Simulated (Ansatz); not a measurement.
# Preparing SiO2 (P3_121) as a host crystal, part 2 of 3

Aim: the runs on the perfect crystal SiO2 (P3_121) that a defect calculation needs first.

Ansatz 0.2.0; plane-wave PAW DFT, r2SCAN; relaxation of the host's cell and atoms; PAW set soft_1 (the session's first sound run).

So far. Step 3 (Dielectric tensors of the host): The principal values of the electronic dielectric tensor are 2.49, 2.49 and 2.52. The principal values of the static dielectric tensor are 4.64, 4.64 and 4.86.

## (5) Self-consistent run

This step: plane-wave PAW DFT, r2SCAN; single point of the defect-free supercell, a test of its k-points; PAW set soft_1 (Ansatz 0.2.0).

System of this step: SiO2 (P3_121). The cell holds 72 atoms: 24 Si and 48 O. Cell: a = 9.842 Å, b = 9.842 Å, c = 10.833 Å, α = 90.0°, β = 90.0°, γ = 120.0°.

pristine.sampling/input.yaml

```yaml
crystal:
  lattice:
    - [9.8422041343, 0.0, 0.0]
    - [-4.9211020672, 8.5235988096, 0.0]
    - [0.0, 0.0, 10.8330695259]
  atoms:
    - { symbol: Si, position: [0.2655143582, 0.2655143582, 0.0] }
    - { symbol: Si, position: [0.0, 0.2344856418, 0.3333333334] }
    - { symbol: Si, position: [0.2344856418, 0.0, 0.1666666666] }
    - { symbol: O, position: [0.1345190254, 0.2066064985, 0.3922921182] }
    - { symbol: O, position: [0.2933935015, 0.4279125269, 0.0589587848] }
    - { symbol: O, position: [0.0720874731, 0.3654809746, 0.2256254514] }
    - { symbol: O, position: [0.2066064985, 0.1345190254, 0.1077078818] }
    - { symbol: O, position: [0.3654809746, 0.0720874731, 0.2743745486] }
    - { symbol: O, position: [0.4279125269, 0.2933935015, 0.4410412152] }
    - { symbol: Si, position: [0.2655143582, 0.2655143582, 0.5] }
    - { symbol: Si, position: [0.0, 0.2344856418, 0.8333333333] }
    - { symbol: Si, position: [0.2344856418, 0.0, 0.6666666666] }
    - { symbol: O, position: [0.1345190254, 0.2066064985, 0.8922921182] }
    - { symbol: O, position: [0.2933935015, 0.4279125269, 0.5589587848] }
    - { symbol: O, position: [0.0720874731, 0.3654809746, 0.7256254514] }
    - { symbol: O, position: [0.2066064985, 0.1345190254, 0.6077078818] }
    - { symbol: O, position: [0.3654809746, 0.0720874731, 0.7743745486] }
    - { symbol: O, position: [0.4279125269, 0.2933935015, 0.9410412152] }
    - { symbol: Si, position: [0.2655143582, 0.7655143582, 0.0] }
    - { symbol: Si, position: [0.0, 0.7344856418, 0.3333333334] }
    - { symbol: Si, position: [0.2344856418, 0.5, 0.1666666666] }
    - { symbol: O, position: [0.1345190254, 0.7066064985, 0.3922921182] }
    - { symbol: O, position: [0.2933935015, 0.9279125269, 0.0589587848] }
    - { symbol: O, position: [0.0720874731, 0.8654809746, 0.2256254514] }
    - { symbol: O, position: [0.2066064985, 0.6345190254, 0.1077078818] }
    - { symbol: O, position: [0.3654809746, 0.5720874731, 0.2743745486] }
    - { symbol: O, position: [0.4279125269, 0.7933935015, 0.4410412152] }
    - { symbol: Si, position: [0.2655143582, 0.7655143582, 0.5] }
    - { symbol: Si, position: [0.0, 0.7344856418, 0.8333333333] }
    - { symbol: Si, position: [0.2344856418, 0.5, 0.6666666666] }
    - { symbol: O, position: [0.1345190254, 0.7066064985, 0.8922921182] }
    - { symbol: O, position: [0.2933935015, 0.9279125269, 0.5589587848] }
    - { symbol: O, position: [0.0720874731, 0.8654809746, 0.7256254514] }
    - { symbol: O, position: [0.2066064985, 0.6345190254, 0.6077078818] }
    - { symbol: O, position: [0.3654809746, 0.5720874731, 0.7743745486] }
    - { symbol: O, position: [0.4279125269, 0.7933935015, 0.9410412152] }
    - { symbol: Si, position: [0.7655143582, 0.2655143582, 0.0] }
    - { symbol: Si, position: [0.5, 0.2344856418, 0.3333333334] }
    - { symbol: Si, position: [0.7344856418, 0.0, 0.1666666666] }
    - { symbol: O, position: [0.6345190254, 0.2066064985, 0.3922921182] }
    - { symbol: O, position: [0.7933935015, 0.4279125269, 0.0589587848] }
    - { symbol: O, position: [0.5720874731, 0.3654809746, 0.2256254514] }
    - { symbol: O, position: [0.7066064985, 0.1345190254, 0.1077078818] }
    - { symbol: O, position: [0.8654809746, 0.0720874731, 0.2743745486] }
    - { symbol: O, position: [0.9279125269, 0.2933935015, 0.4410412152] }
    - { symbol: Si, position: [0.7655143582, 0.2655143582, 0.5] }
    - { symbol: Si, position: [0.5, 0.2344856418, 0.8333333333] }
    - { symbol: Si, position: [0.7344856418, 0.0, 0.6666666666] }
    - { symbol: O, position: [0.6345190254, 0.2066064985, 0.8922921182] }
    - { symbol: O, position: [0.7933935015, 0.4279125269, 0.5589587848] }
    - { symbol: O, position: [0.5720874731, 0.3654809746, 0.7256254514] }
    - { symbol: O, position: [0.7066064985, 0.1345190254, 0.6077078818] }
    - { symbol: O, position: [0.8654809746, 0.0720874731, 0.7743745486] }
    - { symbol: O, position: [0.9279125269, 0.2933935015, 0.9410412152] }
    - { symbol: Si, position: [0.7655143582, 0.7655143582, 0.0] }
    - { symbol: Si, position: [0.5, 0.7344856418, 0.3333333334] }
    - { symbol: Si, position: [0.7344856418, 0.5, 0.1666666666] }
    - { symbol: O, position: [0.6345190254, 0.7066064985, 0.3922921182] }
    - { symbol: O, position: [0.7933935015, 0.9279125269, 0.0589587848] }
    - { symbol: O, position: [0.5720874731, 0.8654809746, 0.2256254514] }
    - { symbol: O, position: [0.7066064985, 0.6345190254, 0.1077078818] }
    - { symbol: O, position: [0.8654809746, 0.5720874731, 0.2743745486] }
    - { symbol: O, position: [0.9279125269, 0.7933935015, 0.4410412152] }
    - { symbol: Si, position: [0.7655143582, 0.7655143582, 0.5] }
    - { symbol: Si, position: [0.5, 0.7344856418, 0.8333333333] }
    - { symbol: Si, position: [0.7344856418, 0.5, 0.6666666666] }
    - { symbol: O, position: [0.6345190254, 0.7066064985, 0.8922921182] }
    - { symbol: O, position: [0.7933935015, 0.9279125269, 0.5589587848] }
    - { symbol: O, position: [0.5720874731, 0.8654809746, 0.7256254514] }
    - { symbol: O, position: [0.7066064985, 0.6345190254, 0.6077078818] }
    - { symbol: O, position: [0.8654809746, 0.5720874731, 0.7743745486] }
    - { symbol: O, position: [0.9279125269, 0.7933935015, 0.9410412152] }
basis:
  ecutwfc: 500
  xc_grid: 2
hamiltonian:
  xc: r2scan
  pseudopotentials: { kind: paw, azcp: { folder: soft_1 } }
kpoints:
  mp_grid: { grid: [1, 1, 1], shift: [0.25, 0.25, 0.25] }
scf:
  occupations: { method: fermi_dirac, width: 0.01 }
  max_iter: 80
```

The run is started by

```
> ansatz run input.yaml --threads 8 --pin off --max-ram 22609MiB --backend cpu --events-out ev --progress --plain --runs-dir out
```

Numbers of over 12 decimals in the logs are rounded to 6 here.

The log of the run:

```text
[...]
Crystal: 72 atoms, lattice volume = 908.797 Å³
Basis set: ecut = 500 eV, 23025 PW (Γ), exchange–correlation on 144×144×160 points (8 copies of the dense FFT grid, shifted against one another)
Bands: 264, of which v1, the nominal top of the filled ones, is band 192 counted from 1 (191 counted from 0)
Symmetry: 8 space group operations
k-points: 1
[...]
SCF iter   1: F=—  HF=-42751.397042 eV  |F-HF|=—  |Δ(HF+E_count)|=         —  Δρ=1.31e-1  dr2=1.41e2  dr2_τ=1.64e1  ethr=3.10e-3  ⟨swp⟩=6.0  Hψ=1179  notcnv=0  defer=30
[...]
SCF iter   9: F=-42722.415429 eV  HF=-42722.415429 eV  |F-HF|=1.07e-8  |Δ(HF+E_count)|=   7.17e-8  Δρ=2.72e-6  dr2=4.63e-8  dr2_τ=2.35e-9  ethr=2.37e-10  ⟨swp⟩=3.0  Hψ=559  notcnv=0
SCF 1 converged in 9 iterations: F = -42722.415429 eV  dr2 = 4.63e-8
[...]
SCF converged after 9 iterations
Free energy (F): -42722.415429 eV
[...]
Internal energy: -42722.415429 eV  (E = F + TS)
E sigma→0 (E₀):  -42722.415429 eV
Fermi energy:    5.703655 eV
[...]
```

It took 10 s on 8 threads of Arm Neoverse V2, shared host; peak memory 2 GiB.

Numbers from this step:

- energy over dense mesh: -1.79e-4 eV/atom

## (6) Defect free supercell relaxed from its symmetric sites

This cell, the one that will hold the defects, is built from the relaxed host. Its coarser k-points can move the atoms a little, so it is relaxed from the symmetric sites, as the reference for the test of stability.

This step: plane-wave PAW DFT, r2SCAN; relaxation of the defect-free supercell from its symmetric sites; PAW set soft_1 (Ansatz 0.2.0).

pristine.symmetric/input.yaml, as its differences from pristine.sampling/input.yaml of step 5:

```diff
@@ -89 +89,12 @@
   max_iter: 80
+output:
+  forces: true
+relax:
+  f_tol: 0.01
+  max_steps: 60
+  escape_saddle: false
+checkpoint:
+  write: "../pristine.symmetric.run"
+  compress: false
+  write_wavefunctions: false
+  write_every: 100000
```

The log of the run:

```text
[...]
Crystal: 72 atoms, lattice volume = 908.797 Å³
Basis set: ecut = 500 eV, 23025 PW (Γ), exchange–correlation on 144×144×160 points (8 copies of the dense FFT grid, shifted against one another)
Bands: 264, of which v1, the nominal top of the filled ones, is band 192 counted from 1 (191 counted from 0)
Symmetry: 8 space group operations
k-points: 1
[...]
SCF iter   1: F=—  HF=-42751.397042 eV  |F-HF|=—  |Δ(HF+E_count)|=         —  Δρ=1.31e-1  dr2=1.41e2  dr2_τ=1.64e1  ethr=3.10e-3  ⟨swp⟩=6.0  Hψ=1179  notcnv=0  defer=30
[...]
SCF iter   8: F=-42722.415428 eV  HF=-42722.415429 eV  |F-HF|=4.70e-7  |Δ(HF+E_count)|=   4.41e-6  Δρ=1.39e-5  dr2=1.29e-6  dr2_τ=5.75e-8  ethr=6.51e-10  ⟨swp⟩=3.0  Hψ=978  notcnv=0
SCF 1 converged in 8 iterations: F = -42722.415428 eV  dr2 = 1.29e-6
[...]
relax step   1: F+E_penalty+E_count = -42722.41542815 eV  Δ(F+E_penalty+E_count) = +0.000e0 eV  max|allowed force component| = 5.775e-3 eV/Å  Δτ_max = 0.0000 Å  (8 SCF iters, dr2 threshold 2.50e-6 eV, accepted)
[...]
SCF iter   3: F=-42722.415429 eV  HF=-42722.415429 eV  |F-HF|=6.21e-8  |Δ(HF+E_count)|=   9.60e-8  Δρ=2.05e-6  dr2=5.56e-8  dr2_τ=1.55e-9  ethr=2.60e-11  ⟨swp⟩=4.0  Hψ=626  notcnv=0
SCF 2 converged in 3 iterations: F = -42722.415429 eV  dr2 = 5.56e-8
relax step   2: F+E_penalty+E_count = -42722.41542870 eV  Δ(F+E_penalty+E_count) = -5.538e-7 eV  max|allowed force component| = 5.827e-3 eV/Å  Δτ_max = 0.0000 Å  (3 SCF iters, accepted)
[...]
SCF iter   2: F=-42722.415429 eV  HF=-42722.415429 eV  |F-HF|=2.80e-8  |Δ(HF+E_count)|=   3.74e-8  Δρ=1.33e-6  dr2=2.48e-8  dr2_τ=5.35e-10  ethr=1.44e-11  ⟨swp⟩=3.0  Hψ=581  notcnv=0
SCF 3 converged in 2 iterations: F = -42722.415429 eV  dr2 = 2.48e-8
SCF converged after 2 iterations
Free energy (F): -42722.415429 eV
[...]
Internal energy: -42722.415429 eV  (E = F + TS)
E sigma→0 (E₀):  -42722.415429 eV
Fermi energy:    5.703646 eV
[...]
--- Forces (eV/Å), atoms counted from 1 ---
  atom   1  Si     0.00134677     0.00193437     0.00000967
  atom   2  Si     0.00185193     0.00170788     0.00181456
  atom   3  Si     0.00013228     0.00238948    -0.00192853
  atom   4  O     -0.00259788    -0.00105305    -0.00574917
  atom   5  O      0.00261662     0.00132058    -0.00170434
  atom   6  O     -0.00000425    -0.00428441    -0.00202659
  atom   7  O      0.00076954    -0.00289261     0.00582734
  atom   8  O     -0.00392564    -0.00172142     0.00181812
  atom   9  O     -0.00026897     0.00246328     0.00193798
  atom  10  Si     0.00134677     0.00193437     0.00000967
  atom  11  Si     0.00185193     0.00170788     0.00181456
  atom  12  Si     0.00013228     0.00238948    -0.00192853
  atom  13  O     -0.00259788    -0.00105305    -0.00574917
  atom  14  O      0.00261662     0.00132058    -0.00170434
  atom  15  O     -0.00000425    -0.00428441    -0.00202659
  atom  16  O      0.00076954    -0.00289261     0.00582734
  atom  17  O     -0.00392564    -0.00172142     0.00181812
  atom  18  O     -0.00026897     0.00246328     0.00193798
  atom  19  Si     0.00134677     0.00193437     0.00000967
  atom  20  Si     0.00185193     0.00170788     0.00181456
  atom  21  Si     0.00013228     0.00238948    -0.00192853
  atom  22  O     -0.00259788    -0.00105305    -0.00574917
  atom  23  O      0.00261662     0.00132058    -0.00170434
  atom  24  O     -0.00000425    -0.00428441    -0.00202659
  atom  25  O      0.00076954    -0.00289261     0.00582734
  atom  26  O     -0.00392564    -0.00172142     0.00181812
  atom  27  O     -0.00026897     0.00246328     0.00193798
  atom  28  Si     0.00134677     0.00193437     0.00000967
  atom  29  Si     0.00185193     0.00170788     0.00181456
  atom  30  Si     0.00013228     0.00238948    -0.00192853
  atom  31  O     -0.00259788    -0.00105305    -0.00574917
  atom  32  O      0.00261662     0.00132058    -0.00170434
  atom  33  O     -0.00000425    -0.00428441    -0.00202659
  atom  34  O      0.00076954    -0.00289261     0.00582734
  atom  35  O     -0.00392564    -0.00172142     0.00181812
  atom  36  O     -0.00026897     0.00246328     0.00193798
  atom  37  Si     0.00134677     0.00193437     0.00000967
  atom  38  Si     0.00185193     0.00170788     0.00181456
  atom  39  Si     0.00013228     0.00238948    -0.00192853
  atom  40  O     -0.00259788    -0.00105305    -0.00574917
[...]
atom  61  O      0.00076954    -0.00289261     0.00582734
  atom  62  O     -0.00392564    -0.00172142     0.00181812
  atom  63  O     -0.00026897     0.00246328     0.00193798
  atom  64  Si     0.00134677     0.00193437     0.00000967
  atom  65  Si     0.00185193     0.00170788     0.00181456
  atom  66  Si     0.00013228     0.00238948    -0.00192853
  atom  67  O     -0.00259788    -0.00105305    -0.00574917
  atom  68  O      0.00261662     0.00132058    -0.00170434
  atom  69  O     -0.00000425    -0.00428441    -0.00202659
  atom  70  O      0.00076954    -0.00289261     0.00582734
  atom  71  O     -0.00392564    -0.00172142     0.00181812
  atom  72  O     -0.00026897     0.00246328     0.00193798
  max |Σ_I F_I| component: 1.09e-3 eV/Å
--- Relaxed structure (2 steps of the walk, 2 accepted, 0 SCFs on fresh bases) ---
  F+E_penalty+E_count = -42722.41542870 eV   max|allowed force component| = 5.827e-3 eV/Å
  atoms:
    - { symbol: Si, position: [0.2655143582, 0.265514, 4.1376367353436905e-17] }
    - { symbol: Si, position: [1.3877787807814457e-17, 0.2344856418, 0.333333] }
    - { symbol: Si, position: [0.234486, 0, 0.166667] }
    - { symbol: O, position: [0.1345190254, 0.206606, 0.392292] }
    - { symbol: O, position: [0.293394, 0.427913, 0.058959] }
    - { symbol: O, position: [0.072087, 0.3654809746, 0.225625] }
    - { symbol: O, position: [0.2066064985, 0.1345190254, 0.107708] }
    - { symbol: O, position: [0.3654809746, 0.0720874731, 0.274375] }
    - { symbol: O, position: [0.427913, 0.2933935015, 0.441041] }
    - { symbol: Si, position: [0.2655143582, 0.265514, 0.5] }
    - { symbol: Si, position: [1.3877787807814457e-17, 0.2344856418, 0.833333] }
    - { symbol: Si, position: [0.234486, 0, 0.666667] }
    - { symbol: O, position: [0.1345190254, 0.206606, 0.892292] }
    - { symbol: O, position: [0.293394, 0.427913, 0.558959] }
    - { symbol: O, position: [0.072087, 0.3654809746, 0.725625] }
    - { symbol: O, position: [0.2066064985, 0.1345190254, 0.607708] }
    - { symbol: O, position: [0.3654809746, 0.0720874731, 0.774375] }
    - { symbol: O, position: [0.427913, 0.2933935015, 0.941041] }
    - { symbol: Si, position: [0.265514, 0.765514, 4.1376367353436905e-17] }
    - { symbol: Si, position: [-5.551115123125783e-17, 0.7344856418, 0.333333] }
    - { symbol: Si, position: [0.234486, 0.5, 0.166667] }
    - { symbol: O, position: [0.1345190254, 0.7066064985, 0.392292] }
    - { symbol: O, position: [0.293394, 0.927913, 0.058959] }
    - { symbol: O, position: [0.072087, 0.865481, 0.225625] }
    - { symbol: O, position: [0.206606, 0.634519, 0.107708] }
    - { symbol: O, position: [0.365481, 0.5720874731, 0.274375] }
    - { symbol: O, position: [0.427913, 0.7933935015, 0.441041] }
    - { symbol: Si, position: [0.265514, 0.765514, 0.5] }
    - { symbol: Si, position: [-5.551115123125783e-17, 0.7344856418, 0.833333] }
    - { symbol: Si, position: [0.234486, 0.5, 0.666667] }
    - { symbol: O, position: [0.1345190254, 0.7066064985, 0.892292] }
    - { symbol: O, position: [0.293394, 0.927913, 0.558959] }
    - { symbol: O, position: [0.072087, 0.865481, 0.725625] }
    - { symbol: O, position: [0.206606, 0.634519, 0.607708] }
    - { symbol: O, position: [0.365481, 0.5720874731, 0.774375] }
    - { symbol: O, position: [0.427913, 0.7933935015, 0.941041] }
    - { symbol: Si, position: [0.7655143582, 0.265514, 4.1376367353436905e-17] }
    - { symbol: Si, position: [0.5, 0.234486, 0.333333] }
    - { symbol: Si, position: [0.734486, 0.0, 0.166667] }
    - { symbol: O, position: [0.6345190254, 0.2066064985, 0.392292] }
    - { symbol: O, position: [0.793394, 0.427913, 0.058959] }
    - { symbol: O, position: [0.5720874731, 0.3654809746, 0.225625] }
    - { symbol: O, position: [0.706606, 0.1345190254, 0.107708] }
    - { symbol: O, position: [0.8654809746, 0.0720874731, 0.274375] }
    - { symbol: O, position: [0.9279125269, 0.293394, 0.441041] }
    - { symbol: Si, position: [0.7655143582, 0.265514, 0.5] }
    - { symbol: Si, position: [0.5, 0.234486, 0.833333] }
    - { symbol: Si, position: [0.734486, 0.0, 0.666667] }
    - { symbol: O, position: [0.6345190254, 0.2066064985, 0.892292] }
    - { symbol: O, position: [0.793394, 0.427913, 0.558959] }
    - { symbol: O, position: [0.5720874731, 0.3654809746, 0.725625] }
    - { symbol: O, position: [0.706606, 0.1345190254, 0.607708] }
    - { symbol: O, position: [0.8654809746, 0.0720874731, 0.774375] }
    - { symbol: O, position: [0.9279125269, 0.293394, 0.941041] }
    - { symbol: Si, position: [0.765514, 0.765514, 4.1376367353436905e-17] }
    - { symbol: Si, position: [0.5, 0.7344856418, 0.333333] }
    - { symbol: Si, position: [0.734486, 0.500000, 0.166667] }
    - { symbol: O, position: [0.634519, 0.7066064985, 0.392292] }
    - { symbol: O, position: [0.793394, 0.9279125269, 0.058959] }
    - { symbol: O, position: [0.5720874731, 0.8654809746, 0.225625] }
    - { symbol: O, position: [0.7066064985, 0.6345190254, 0.107708] }
    - { symbol: O, position: [0.865481, 0.5720874731, 0.274375] }
    - { symbol: O, position: [0.927913, 0.7933935015, 0.441041] }
    - { symbol: Si, position: [0.765514, 0.765514, 0.5] }
    - { symbol: Si, position: [0.5, 0.7344856418, 0.833333] }
    - { symbol: Si, position: [0.734486, 0.500000, 0.666667] }
    - { symbol: O, position: [0.634519, 0.7066064985, 0.892292] }
    - { symbol: O, position: [0.793394, 0.9279125269, 0.558959] }
    - { symbol: O, position: [0.5720874731, 0.8654809746, 0.725625] }
    - { symbol: O, position: [0.7066064985, 0.6345190254, 0.607708] }
    - { symbol: O, position: [0.865481, 0.5720874731, 0.774375] }
    - { symbol: O, position: [0.927913, 0.7933935015, 0.941041] }
```

Elapsed: 20 s, on 8 threads; peak memory 2 GiB.

No atom moved by 0.005 Å in the relaxation.

[end of part 2 of 3]

[Logs are printed without paths, hosts, clocks, repeated set-up lines and the standing remarks that a program may print on its own settings, such as how far it seeks lower states.]

[Hosts, paths, dates, database ids (printed as entryN), source tags and the programs' standing remarks are cut or masked in the printed files.]

[Runs of the host that timed out are not shown.]

[For some hosts the program warned that the k-mesh of the response run may be too coarse for force constants and the static dielectric constant; such warnings are not always shown.]
